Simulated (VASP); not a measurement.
# SnO2: single point with PBEsol

The system is SnO2, a slab with vacuum.

```
O Sn
1.0
     3.21659    0.00000    0.00000
     0.00000    6.74778    0.00000
     0.00000    0.00000   27.73628
O Sn
16 8
Cartesian
  0.0000 0.0000 7.5000
  1.6083 2.0666 8.8073
  1.6083 4.6812 8.8073
  0.0000 0.0000 10.1146
  0.0000 3.3739 10.8739
  1.6083 5.4405 12.1812
  1.6083 1.3073 12.1812
  0.0000 3.3739 13.4885
  0.0000 0.0000 14.2478
  1.6083 2.0666 15.5551
  1.6083 4.6812 15.5551
  0.0000 0.0000 16.8624
  0.0000 3.3739 17.6217
  1.6083 5.4405 18.9290
  1.6083 1.3073 18.9290
  0.0000 3.3739 20.2363
  0.0000 3.3739 8.8073
  1.6083 0.0000 8.8073
  0.0000 0.0000 12.1812
  1.6083 3.3739 12.1812
  0.0000 3.3739 15.5551
  1.6083 0.0000 15.5551
  0.0000 0.0000 18.9290
  1.6083 3.3739 18.9290
```

* Program: VASP 6.6.1
* Task: single point
* Functional: PBEsol
* Potentials or basis: VASP PAW PBE potentials, release 64 (O, Sn_d)
* Cutoff: 520 eV
* k mesh: 8 × 4 × 1
* Occupations: gaussian, width 0.03 eV
* Spin: no spin polarisation
* Dipole correction: yes
* Further INCAR settings: LREAL = Auto; ALGO = Normal; EDIFF = 1e-07; NBANDS = 122

```json
{
 "Largest force": "2.439 eV/Å",
 "Band gap on the k mesh": "0.32 eV, indirect (least direct gap 0.39 eV)",
 "Ionisation potential of the upper face": "6.92 eV"
}
```

Forces in eV/Å, atoms in the order of the input:
```
O    0.000  0.000  1.062
O    0.000  1.441 -0.663
O    0.000 -1.441 -0.663
O    0.000  0.000  1.058
O    0.000  0.000 -0.447
O    0.000 -0.171  0.013
O    0.000  0.171  0.013
O    0.000  0.000 -0.070
O    0.000  0.000  0.070
O    0.000 -0.171 -0.013
O    0.000  0.171 -0.013
O    0.000  0.000  0.447
O    0.000  0.000 -1.058
O    0.000  1.441  0.663
O    0.000 -1.441  0.663
O    0.000  0.000 -1.062
Sn   0.000  0.000  1.875
Sn   0.000  0.000 -2.439
Sn   0.000  0.000 -0.159
Sn   0.000  0.000  0.328
Sn   0.000  0.000  0.159
Sn   0.000  0.000 -0.328
Sn   0.000  0.000 -1.875
Sn   0.000  0.000  2.439
```

Levels at points of the mesh, in eV from the valence-band top:
```
           k point  band 100  band 101  band 102  band 103  band 104  band 105  band 106  band 107  band 108  band 109
(0.00, 0.00, 0.00)     -0.80     -0.43     -0.43     -0.08     -0.07      0.32      0.54      1.64      2.99      4.00
(0.50, 0.00, 0.00)     -1.47     -0.30     -0.25     -0.01     -0.01      2.06      2.06      4.14      4.39      4.72
(0.00, 0.50, 0.00)     -0.60     -0.42     -0.42     -0.30     -0.30      1.06      1.06      2.83      2.83      3.62
(0.50, 0.50, 0.00)     -1.40     -0.22     -0.22     -0.06     -0.06      2.15      2.15      5.09      5.09      5.29
```

Core levels (eV, on the scale of the bands):
```
atom     levels
 1 O  1s -504.2
 2 O  1s -506.5
 3 O  1s -506.5
 4 O  1s -505.5
 5 O  1s -505.9
 6 O  1s -505.7
```

Run time: 7.2 min on 8 MPI ranks on Intel(R) Xeon(R) Platinum 8488C (Sapphire Rapids), on a shared host, peak memory 0.6 GiB a rank.

Caveat: the PAW data sets were made with another functional, which shifts forces and pressure a little; spin-orbit coupling is left out, which moves the levels of the heavy elements. A hybrid or GW would open this gap; PBEsol tends to underestimate it.
